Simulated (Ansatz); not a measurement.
# Relaxing Co

Computed with DFT PBE, scalar-relativistic, plane waves, PAW (Ansatz). Cutoff 420 eV, Γ-centred k mesh, Gaussian smearing, no spin polarisation in the final step.

This is the end of a relaxation of cell and atoms.

```yaml
crystal:
  lattice:
    - [1.22030, 0.70454, 8.17731]
    - [-1.22030, 0.70454, 8.17731]
    - [0.00000, -1.40908, 8.17731]
  atoms:
    - { symbol: Co, position: [0.04577, 0.04577, 0.04577] }
    - { symbol: Co, position: [0.95423, 0.95423, 0.95423] }
    - { symbol: Co, position: [0.20745, 0.20745, 0.20745] }
    - { symbol: Co, position: [0.79255, 0.79255, 0.79255] }
```

Energies count from the standard state of Co at the same level.

(1) What space group does it have?

(2) How far above the standard state of Co does it lie?

(3) Is it a metal?

Answers

(1) R-3m (No. 166). Conventional cell: a = 2.441 Å, c = 24.532 Å. Co on Wyckoff site c (2 atoms of the primitive cell) has 1 Co at 2.25 Å and 9 Co at 2.42–2.44 Å; Co on Wyckoff site c (2 atoms of the primitive cell) has 12 Co at 2.42–2.45 Å.

(2) 0.32 eV/atom.

(3) Yes, bands cross the Fermi level on the 21×21×21 mesh.

The final run used a 21×21×21 mesh on its 4-atom cell and 0.10 eV smearing. The k mesh leaves about 4 meV/atom of noise in metals. The cell came from a trial start, so Co may not exist in this structure.